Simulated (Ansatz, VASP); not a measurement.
Ru in VASP and in Ansatz

The input INCAR:

```
  PREC = Accurate
  ENCUT = 520
  EDIFF = 1E-6
  ISMEAR = -1
  SIGMA = 0.1
  LREAL = False
  LASPH = True
  NELM = 100
  ALGO = Normal
  ISIF = 2
  LWAVE = False
  LCHARG = False
  GGA = B5
  ALDAX = 1.0
  AGGAX = 1.0
  AGGAC = 1.0
  ALDAC = 0.0
  NBANDS = 13
```

KPOINTS

```
Automatic mesh
0
Gamma
  16 16 16
```

Contents of POSCAR:

```
Ru
1.0
    0.0000000000      1.9614216955      1.9614216955
    1.9614216955      0.0000000000      1.9614216955
    1.9614216955      1.9614216955      0.0000000000
Ru
1
Direct
    0.0000000000      0.0000000000      0.0000000000
```

Input for Ansatz:

```yaml
crystal:
  lattice:
    - [0.0, 1.9614216955, 1.9614216955]
    - [1.9614216955, 0.0, 1.9614216955]
    - [1.9614216955, 1.9614216955, 0.0]
  atoms:
    - { symbol: Ru, position: [0.0, 0.0, 0.0] }
hamiltonian:
  xc: blyp
  pseudopotentials:
    kind: paw
    azcp:
      Ru: "pseudopotentials/Ru.paw.azcp"
basis:
  ecutwfc: 420
  fft_grid_basis: typed
kpoints:
  mp_grid: { grid: [16, 16, 16], shift: [0, 0, 0] }
magnetization:
  spin_polarized: false
scf:
  occupations: { method: fermi_dirac, width: 0.1 }
  lower_state_search: "off"
output:
  stress: true
```

Alike in both runs: task single point; functional BLYP; k mesh 16 × 16 × 16; occupations fermi-dirac, width 0.1 eV; no spin polarisation.

|  | VASP | Ansatz |
| --- | --- | --- |
| version | VASP 6.6.1 | Ansatz 0.2.0 |
| potentials or method | VASP PAW PBE potentials, release 64 (Ru_pv) | plane waves (420 eV) with PAW, scalar-relativistic |
| plane-wave cutoff (eV) | 520 | 420 |
| valence electrons in the cell | 14 | 16 |

|  | VASP | Ansatz | Ansatz less VASP |
| --- | --- | --- | --- |
| pressure (GPa) | -8.8 | -9.4 | -0.54 |

With one functional, cell and mesh, what is left measures potentials, basis and numerics. The two sets of potentials don't hold the same shells in valence.

Caveats: the PAW data sets were made with another functional, which shifts forces and pressure a little (VASP).
